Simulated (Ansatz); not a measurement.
Carriers in Mg2Si (Fm-3m)

```
Mg Si
1.0
     0.00000    3.16299    3.16299
     3.16299    0.00000    3.16299
     3.16299    3.16299    0.00000
Mg Si
2 1
Cartesian
  1.5815 1.5815 1.5815
  4.7445 4.7445 4.7445
  0.0000 0.0000 0.0000
```

Unless marked otherwise, the numbers come from PBEsol, all-electron LAPW in Ansatz 0.2.0, scalar-relativistic. k mesh 8×8×8, Fermi-Dirac smearing of 0.080 eV, basis error target 1 meV/atom. The cell was relaxed by PAW under this functional.

Extrema are searched on a 12×12×12 mesh and refined by Newton steps; masses come from band slopes 0.005 Å⁻¹ away, 1/m* = (1/ħ²) d²E/dk², negative for holes (the finite step makes the lightest masses up to about 3 % heavy). k is in units of the reciprocal vectors.

(1) Where are the band edges, and is the gap direct?

(2) What are the electron masses at the edge?

(3) Several bands lie at or near the hole edge, or its surface isn't an ellipsoid. What are the masses by direction?

(4) Along the Cartesian direction 001 the conduction slope is 0.2064 eV·Å one step out. What is it four steps out, and what does that say?

(5) What gap does PAW give in the same cell?

Results:

(1) The valence maximum lies at Gamma (0.000, 0.000, 0.000) and the conduction minimum at X (0.000, -0.500, -0.500), so the Kohn-Sham gap of 0.118 eV is indirect; the least direct gap on the mesh is 1.877 eV.

(2) The principal masses are 0.185, 0.185, 0.577 mₑ. One valley has a density-of-states mass (m₁m₂m₃)^(1/3) = 0.27; 3 valleys give N^(2/3) times that, 0.561; the direction-averaged conductivity mass 3/Σ(1/mᵢ) is 0.239 mₑ.

(3) 

```json
{"direction": "100", "branch from the edge": "1", "its level at the point (eV from the edge)": "0.000", "m*/mₑ": "-0.342"}
{"direction": "100", "branch from the edge": "2", "its level at the point (eV from the edge)": "0.000", "m*/mₑ": "-0.342"}
{"direction": "100", "branch from the edge": "3", "its level at the point (eV from the edge)": "0.000", "m*/mₑ": "-0.145"}
{"direction": "110", "branch from the edge": "1", "its level at the point (eV from the edge)": "0.000", "m*/mₑ": "-9.11"}
{"direction": "110", "branch from the edge": "2", "its level at the point (eV from the edge)": "0.000", "m*/mₑ": "-0.342"}
{"direction": "110", "branch from the edge": "3", "its level at the point (eV from the edge)": "0.000", "m*/mₑ": "-0.103"}
{"direction": "111", "branch from the edge": "1", "its level at the point (eV from the edge)": "0.000", "m*/mₑ": "-0.955"}
{"direction": "111", "branch from the edge": "2", "its level at the point (eV from the edge)": "0.000", "m*/mₑ": "-0.955"}
{"direction": "111", "branch from the edge": "3", "its level at the point (eV from the edge)": "0.000", "m*/mₑ": "-0.0941"}
{"direction": "11-2", "branch from the edge": "1", "its level at the point (eV from the edge)": "0.000", "m*/mₑ": "-1.18"}
{"direction": "11-2", "branch from the edge": "2", "its level at the point (eV from the edge)": "0.000", "m*/mₑ": "-0.504"}
{"direction": "11-2", "branch from the edge": "3", "its level at the point (eV from the edge)": "0.000", "m*/mₑ": "-0.101"}
```

(4) 0.8215 eV·Å, 3.981 times the first; a parabola would give 4, so the band is nearly parabolic here.

(5) 0.117 eV, -1 meV from the LAPW value.

Caveats: semilocal gaps are low, and what follows the gap (onsets, screening, light masses) shifts with it; without spin-orbit coupling, bands that meet at the valence top are not the light and heavy holes of experiment; the frozen-core PAW files of the compared runs were fitted under PBE, their cores solved anew for this functional.
